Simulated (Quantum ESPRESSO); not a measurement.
The system is HgS3.

```
CELL_PARAMETERS angstrom
0.00000 3.32568 3.32568
3.32568 0.00000 3.32568
3.32568 3.32568 0.00000
ATOMIC_POSITIONS crystal
Hg 0.00000 0.00000 0.00000
S 0.75000 0.75000 0.75000
S 0.50000 0.50000 0.50000
S 0.25000 0.25000 0.25000
```

The cell was built by a generator and needn't be a form met in nature.

| Property | Result |
| --- | --- |
| Program | Quantum ESPRESSO 7.5 |
| Task | phonons |
| Functional | PBE |
| Potentials or basis | GBRV 1.5 PBE |
| Cutoff | 612 eV |
| Density cutoff | 4898 eV |
| k mesh | 2 × 2 × 2, shifted |
| Occupations | fermi-dirac, width 0.05 eV |
| Spin | no spin polarisation |
| Mixing beta | 0.5 |
| Most SCF iterations | 120 |
| SCF threshold | 8e-10 Ry |

The cell and the atoms were relaxed first, to 18.75 Å³/atom (a = 4.733 Å, b = 4.733 Å, c = 4.733 Å, α = 60.00°, β = 60.00°, γ = 60.00°), and the response was taken there.

Problem. Where do the zone-centre optical modes lie?

Solution. T1u at 361i cm⁻¹ (IR); T2g at 190i cm⁻¹ (Raman); T1u at 111 cm⁻¹ (IR). Imaginary frequencies mark an instability of this cell.

Optical modes at Γ, degenerate ones joined:
| cm⁻¹ | components | symmetry | active in |
| --- | --- | --- | --- |
| 361i | 3 | T1u | IR |
| 190i | 3 | T2g | Raman |
| 111 | 3 | T1u | IR |

Caveat: the k mesh is coarse (spacing up to 0.82 Å⁻¹), so the values aren't converged; the mesh is thin for the phonons of a metal; some modes are imaginary.
